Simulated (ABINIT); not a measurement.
Something may be wrong with this ABINIT 10.8.3 (patched build) calculation of TiAl.

The input run.abi:

```
# Pseudopotentials
pp_dirpath "./"
pseudos "Ti.GGA_PBE-JTH.xml, Al.GGA_PBE-JTH.xml"

# Structure
acell 3.179064 3.179064 3.179064 Angstrom
rprim
     1.0000000000     0.0000000000     0.0000000000
     0.0000000000     1.0000000000     0.0000000000
     0.0000000000     0.0000000000     1.0000000000
ntypat 2
znucl 22 13
natom 2
typat 1 2
xcart
     0.0000000000     0.0000000000     0.0000000000
     3.0037801463     3.0037801463     3.0037801463

# Plane-wave basis
ecut 18.0
pawecutdg 36.0
pawxcdev 0

# k points
kptopt 1
ngkpt 8 8 8
nshiftk 1
shiftk 0.0 0.0 0.0

# Exchange and correlation
ixc 11

# Bands and occupations
nband 12
occopt 3
tsmear 0.00183747

# SCF cycle
nstep 50
tolvrs 1.0e-9

# Output
iomode 3
prtwf 0
prtden 0
prteig 0
prtebands 0
enunit 1

# Other
toldfe 1.0e-8
```

Potentials or basis: JTH PAW PBE v2.0.

Launch:

```sh
$ abinit run.abi > log 2>&1
```

run.abo:

```text
.Version 10.8.3 of ABINIT

--- !ERROR
message: |
    Only one of the tolXXX variables may be defined at once.
    Action: check values of tolvrs, toldfe, tolrff, toldmag and toldff.
...
```

Q: Diagnose the run.

A: The input was rejected before any iteration. The input holds a flaw that was put in on purpose: two stopping criteria at once (toldfe = 1e-08).
